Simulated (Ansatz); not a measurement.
## Ionic part of the dielectric constant of BN at 6 GPa, mode by mode

Theory: Ansatz, DFT PBEsol, scalar-relativistic, plane waves, PAW. Plane waves to 420 eV; Γ-centred k mesh 12×12×12; fixed occupations. No spin polarisation. Phonons by linear response, acoustic sum rule imposed.

The structure is cubic, space group F-43m (No. 216). Conventional cell: a = 3.588 Å, b = 3.588 Å, c = 3.588 Å, α = 90.00°, β = 90.00°, γ = 90.00°. B (site symmetry -43m) has 4 N at 1.55 Å as nearest neighbours. Around N (site symmetry -43m) lie 4 B at 1.55 Å.

The primitive cell has V = 11.54 Å³ and ε∞,xx = 4.617. Each polar mode adds Δε = (4.92064×10⁷/V)·S/ν² along x, with S its oscillator strength in e²/amu, ν in cm⁻¹ and V in Å³.

Question: From these modes, find each Δε and ε0,xx.
```csv
ν (cm⁻¹),S_xx (e²/amu)
1066.3,0.5885
```

Answer:
```json
{"ν (cm⁻¹)": "1066.3", "Δε": "2.21"}
```

The sum is 2.207, so ε0,xx = 6.82; the run's tensor has 6.82.

Question: Where do the longitudinal modes lie for a wave vector along x?

Answer: At 1296 cm⁻¹. The Lyddane–Sachs–Teller product Π(ν_LO/ν_TO)² = 1.48 matches ε0/ε∞ = 1.48.

Cost: 1 run of about 0.32 core-minutes, on Intel Xeon Processor @ 2.50GHz (Skylake/Cascade Lake) (shared hosts).

The lattice adds 2.21 to an electronic dielectric constant of 4.617, so even in this clearly polar crystal most of the static screening comes from the electrons. The electronegativity difference between B and N gives the optical mode a sizeable dipole, but the light atoms and stiff sp³ bonds put it at 1066.3 cm⁻¹. Since the contribution falls with the square of the frequency, the stiffness limits how far a static field can displace the sublattices.

The same dipole raises the longitudinal mode to 1296 cm⁻¹ through the macroscopic field, which the electrons screen only in part. Semilocal functionals tend to make the electrons too polarisable, so the electronic term is probably somewhat high and the longitudinal–transverse splitting correspondingly reduced. The Lyddane–Sachs–Teller agreement shows that frequencies, oscillator strength and dielectric tensor are mutually consistent, but it doesn't test their accuracy against experiment. With a single compressed volume, nothing follows about how pressure shifts the balance between bond stiffening and changes in the effective charges.
